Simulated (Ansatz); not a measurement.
# W (Im-3m) in Ansatz: equation of state

Aim: energy against volume of W in PBE, for its equilibrium volume and stiffness.

All numbers are computed with Ansatz 0.2.0; they aren't measurements. Logs are shortened: lines on timing, memory, paths and dates and some standing lists are left out, and cuts for length are marked.

## 1. Starting point

It takes space group Im-3m (No. 229, cubic). The conventional cell has a = 3.165 Å, b = 3.165 Å, c = 3.165 Å, α = 90.00°, β = 90.00°, γ = 90.00°. Around W (site symmetry m-3m) lie 8 W at 2.74 Å.

## 2. Equation of state, PBE

Potentials or basis: all-electron LAPW, scalar-relativistic.

No new run: the results of the series are fitted here.

Results:

```
Equilibrium volume                      : 16.15 Å³/atom
Bulk modulus                            : 299 GPa
Pressure derivative of the bulk modulus : 3.8
```

Energy against volume, from the lowest point:
| volume (Å³/atom) | energy (meV/atom) |
| --- | --- |
| 14.897 | 103.60 |
| 15.214 | 55.97 |
| 15.531 | 23.73 |
| 15.848 | 5.50 |
| 16.165 | 0.00 |
| 16.482 | 6.09 |
| 16.798 | 22.71 |

Spin-orbit coupling is left out, which matters for the levels of W. Zero-point motion and thermal expansion aren't in these numbers.
